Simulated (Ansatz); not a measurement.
Fe3Ge under changes of volume

One of the cells (11.889 Å³/atom); the others are scaled copies at fixed shape and fractional positions:

```
Ge Fe
1.0
     0.00000    2.87559    2.87559
     2.87559    0.00000    2.87559
     2.87559    2.87559    0.00000
Ge Fe
1 3
Cartesian
  0.0000 0.0000 0.0000
  4.3134 4.3134 4.3134
  1.4378 1.4378 1.4378
  2.8756 2.8756 2.8756
```

The cell comes from a database or a generator and needn't be the stable form of this composition.

* Program: Ansatz 0.2.0
* Functional: r2SCAN
* Potentials or basis: Ansatz PAW
* Cutoff: 500 eV (not typed: the program's choice for these potentials)
* k mesh: 8 × 8 × 8
* Occupations: fermi-dirac, width 0.05 eV
* Spin: collinear spin, ferromagnetic start
* Starting moments: [0.0, 3.0, 3.0, 3.0] μB

```csv
volume (Å³/atom),energy over the lowest point (meV/atom),pressure (GPa),moment (μB per cell)
11.176,23.90,11.6,6.72
11.414,9.87,7.4,6.89
11.651,1.93,3.3,6.99
11.889,0.00,-0.4,7.07
12.127,3.44,-3.5,7.19
12.365,10.92,-5.9,7.35
12.602,?,?,?
```

Task: What does the run at 12.602 Å³/atom give?

Result: Energy over the lowest point 21.31 meV/atom; pressure -7.8 GPa; moment 7.54 μB per cell.

Worked out: A Birch-Murnaghan fit of order 3 (a polynomial in V^(-2/3)) to the other rows has its minimum at 11.86 Å³/atom with B0 = V·E''(V) = 174 GPa and B' = 5.1. It gives 22.63 meV/atom at 12.602 Å³/atom, against the run's 21.31, and -dE/dV = -9.1 GPa, against -7.8. A parabola through the other rows of the moment, of slope 0.511 μB per Å³/atom there, extrapolates to 7.45 μB, against the run's 7.54.

Energies are extrapolated to zero smearing.

Caveats: the magnetic or orbital state may not be the lowest; the PAW data sets come from PBE, with cores solved anew for the run's functional, which leaves a small shift of forces and pressure.
